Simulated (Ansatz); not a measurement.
Molecular dynamics on a 2×2×2 supercell (16 atoms) of CaSe (rocksalt), relaxed with r2SCAN. Forces come from PBEsol in Ansatz 0.2.0: Langevin thermostat and barostat (NPT), 800 K, steps of 1 fs. Classical nuclei, no spin polarisation; a few dozen steps show the first response, not equilibrium.

```yaml
crystal:
  lattice:
    - [0.0, 5.9350702233, 5.9350702233]
    - [5.9350702233, 0.0, 5.9350702233]
    - [5.9350702233, 5.9350702233, 0.0]
  atoms:
    - { symbol: Ca, position: [0.0, 0.0, 0.0] }
    - { symbol: Se, position: [0.25, 0.25, 0.25] }
    - { symbol: Ca, position: [0.0, 0.0, 0.5] }
    - { symbol: Se, position: [0.25, 0.25, 0.75] }
    - { symbol: Ca, position: [0.0, 0.5, 0.0] }
    - { symbol: Se, position: [0.25, 0.75, 0.25] }
    - { symbol: Ca, position: [0.0, 0.5, 0.5] }
    - { symbol: Se, position: [0.25, 0.75, 0.75] }
    - { symbol: Ca, position: [0.5, 0.0, 0.0] }
    - { symbol: Se, position: [0.75, 0.25, 0.25] }
    - { symbol: Ca, position: [0.5, 0.0, 0.5] }
    - { symbol: Se, position: [0.75, 0.25, 0.75] }
    - { symbol: Ca, position: [0.5, 0.5, 0.0] }
    - { symbol: Se, position: [0.75, 0.75, 0.25] }
    - { symbol: Ca, position: [0.5, 0.5, 0.5] }
    - { symbol: Se, position: [0.75, 0.75, 0.75] }
kpoints:
  mp_grid: { grid: [2, 2, 2] }
hamiltonian:
  xc: pbesol
scf:
  occupations: { method: fermi_dirac, width: 0.069 }
md:
  ensemble: npt_langevin
  temperature: 800
  timestep: 1.0
  n_steps: 20
  initial_velocities: maxwell_boltzmann
  seed: 3777
```

Run as `ansatz run input.yaml --threads 4 --pin off --max-ram 3686MiB --backend cpu --events-out ev --progress --plain --runs-dir out`.

Q: What wall time did it need on 4 threads of Arm Neoverse V1, on a shared host, load about 0.9 per core, and how much host memory at the peak?

A: About 2.3 min, with a peak of 1.7 GiB.

Q: How do temperature and energy develop?

A: The temperature goes from 750 K to 521 K in 20 fs. The thermostat hasn't had time to restore it. The atoms start on their lattice sites with kinetic energy alone, so much of it first passes into potential energy.
```
step  t (fs)  T (K)  free energy F from step 0 (meV/atom)  kinetic energy (meV/atom)  pressure (GPa)  volume (Å³/atom)  largest force (eV/Å)
   0       0    750                                   0.0                       96.9           -1.12             26.13                  0.00
   1       1    736                                   0.1                       95.2           -1.13             26.13                  0.06
   2       2    734                                   0.3                       94.9           -1.12             26.13                  0.12
   3       3    748                                   0.6                       96.6           -1.09             26.12                  0.18
   4       4    740                                   0.9                       95.7           -1.04             26.10                  0.25
   5       5    735                                   1.4                       95.0           -0.99             26.07                  0.32
   6       6    757                                   2.0                       97.9           -0.92             26.04                  0.39
   7       7    755                                   2.8                       97.6           -0.85             26.01                  0.46
   8       8    756                                   3.8                       97.7           -0.78             25.99                  0.53
   9       9    708                                   4.8                       91.5           -0.74             25.96                  0.61
  10      10    681                                   6.1                       88.0           -0.69             25.94                  0.68
  11      11    710                                   7.5                       91.7           -0.62             25.92                  0.75
  12      12    692                                   9.0                       89.4           -0.58             25.90                  0.82
  13      13    635                                  10.5                       82.1           -0.56             25.89                  0.89
  14      14    586                                  12.1                       75.7           -0.54             25.88                  0.95
  15      15    580                                  13.7                       75.0           -0.50             25.87                  1.02
  16      16    557                                  15.4                       72.0           -0.46             25.85                  1.08
  17      17    569                                  17.2                       73.5           -0.41             25.84                  1.14
  18      18    548                                  18.9                       70.9           -0.38             25.84                  1.20
  19      19    551                                  20.7                       71.3           -0.34             25.83                  1.25
  20      20    521                                  22.5                       67.3           -0.33             25.83                  1.30
```

Positions (Å) and forces (eV/Å) at step 20:
```
cell (Å): 0.000 5.912 5.912; 5.912 0.000 5.912; 5.912 5.912 0.000
Ca   0.050   0.001  -0.062     0.043  -0.358   0.239
Se   2.984   2.988   2.968    -0.164  -0.053  -0.086
Ca   2.849   2.999  -0.208     0.825  -0.285   0.964
Se   5.872   5.908   2.945     0.231   0.105  -0.032
Ca   2.922   0.011   2.882     0.056   0.385   0.011
Se   5.960   2.932   5.958    -0.275  -0.186   0.005
Ca   5.907   2.948   3.001    -0.322   0.075  -0.390
Se   8.882   5.939   5.879     0.211  -0.265   0.060
Ca   0.049   2.970   3.001     0.019   0.006   0.200
Se   3.033   5.883   5.895    -0.146   0.085  -0.117
Ca   3.023   5.907   2.948    -0.290  -0.074   0.096
Se   5.944   8.801   5.952    -0.130   0.138  -0.170
Ca   2.992   2.865   5.988    -0.250   0.464  -0.416
Se   5.852   5.978   8.889     0.308  -0.356  -0.136
Ca   6.041   5.758   5.917    -0.544   0.764   0.033
Se   8.778   8.979   8.862     0.431  -0.446  -0.262
```
